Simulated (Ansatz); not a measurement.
Relaxed bulk SrTiO₃:

```
Sr Ti O
1.0
    -2.74354    2.74354    3.90431
     2.74354   -2.74354    3.90431
     2.74354    2.74354   -3.90431
Sr Ti O
2 2 6
Direct
  0.75000 0.25000 0.50000
  0.25000 0.75000 0.50000
  0.00000 0.00000 0.00000
  0.50000 0.50000 0.00000
  0.25000 0.25000 0.00000
  0.75000 0.75000 0.00000
  0.72535 0.22535 0.95071
  0.22535 0.27465 0.50000
  0.27465 0.77465 0.04929
  0.77465 0.72535 0.50000
```

Miller indices refer to the conventional cell of I4/mcm (No. 140), a = 5.487 Å, b = 5.487 Å, c = 7.809 Å, α = 90.00°, β = 90.00°, γ = 90.00°. The bulk's gap is 1.97 eV.

The (001) slab of 6 planes, 9.8 Å thick with 15 Å of vacuum as cut; outer planes TiO2 (top) and SrO (bottom).

These are results of DFT PBEsol, scalar-relativistic, plane waves, PAW (Ansatz 0.2.0), not measurements. Settings: cutoff 420 eV, Γ-centred mesh 5×5×1 on the computed 30-atom cell, Gaussian smearing of 0.05 eV; no spin polarisation. A dipole correction removes the field between periodic images along c.

Results for the relaxed slab:

* Surface energy (mean of both faces): 1.15 J/m²
* Gap of the slab on the mesh: 0.73 eV
* Dipole of the slab along +c, per cell: -0.45 e·Å

Relaxation lowers the energy by 0.210 J/m² a face; the largest move is 0.189 Å.

```tsv
plane (bottom to top)	atoms	spacing to next, bulk (Å)	relaxed (Å)	change (%)	rumpling (Å)
1	Sr2O2	1.952	1.830	-6.2	0.207
2	Ti2O4	1.952	2.017	+3.3	0.050
3	Sr2O2	1.952	1.903	-2.5	0.070
4	Ti2O4	1.952	2.042	+4.6	0.029
5	Sr2O2	1.952	1.821	-6.7	0.146
6	Ti2O4				0.092
```

The gap is read on a mesh, which can miss the band edges, so it can be too wide.